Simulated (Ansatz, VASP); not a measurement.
One calculation of GaAs, two programs

Contents of INCAR:

```
SYSTEM = GaAs
ALGO = Normal
EDIFF = 1E-6
ENCUT = 520
GGA = RE
ISIF = 2
ISMEAR = 0
IVDW = 13
LASPH = .True.
LCHARG = .False.
LREAL = .False.
LWAVE = .False.
NBANDS = 16
NELM = 80
PREC = Accurate
SIGMA = 0.05
```

File KPOINTS:

```
k-points
0
Gamma
  8 8 8
  0 0 0
```

Contents of POSCAR:

```
GaAs
1.0
    0.0000000000      2.8228997305      2.8228997305
    2.8228997305      0.0000000000      2.8228997305
    2.8228997305      2.8228997305      0.0000000000
Ga As
1 1
Direct
    0.0000000000      0.0000000000      0.0000000000
    0.7500000000      0.7500000000      0.7500000000
```

Input for Ansatz:

```yaml
crystal:
  lattice:
    - [0.0, 2.8228997305, 2.8228997305]
    - [2.8228997305, 0.0, 2.8228997305]
    - [2.8228997305, 2.8228997305, 0.0]
  atoms:
    - { symbol: Ga, position: [0.0, 0.0, 0.0] }
    - { symbol: As, position: [0.75, 0.75, 0.75] }
basis:
  ecutwfc: 420
  ecutrho_ratio: 4
kpoints:
  mp_grid: { grid: [8, 8, 8] }
hamiltonian:
  xc: revpbe
  dispersion: d4
scf:
  occupations: { method: gaussian, width: 0.05 }
output:
  forces: true
  stress: true
  eigenvalues: true
```

Alike in both runs: task single point; functional revPBE; dispersion D4; k mesh 8 × 8 × 8; occupations gaussian, width 0.05 eV; no spin polarisation.

```csv
,VASP,Ansatz
version,VASP 6.6.1,Ansatz 0.2.0
potentials or method,"VASP PAW PBE potentials, release 64 (Ga_d, As)","scalar-relativistic, plane waves, PAW"
plane-wave cutoff (eV),520,420
valence electrons in the cell,18,28
```

|  | VASP | Ansatz | Ansatz less VASP |
| --- | --- | --- | --- |
| gap on the k mesh at the Fermi level (eV) | 0.64 | 0.64 | -0.006 |
| least direct gap on the mesh (eV) | 0.64 | 0.64 | -0.006 |
| pressure (GPa) | -0.2 | -0.3 | -0.14 |
| dispersion energy (meV/atom) | -694.0 | -694.2 | -0.17 |

The two sets of potentials don't hold the same shells in valence.

Caveats: the PAW data sets were made with another functional, which shifts forces and pressure a little (VASP). As with any semilocal functional, this revPBE gap is likely too small. A k mesh can miss the band edges.
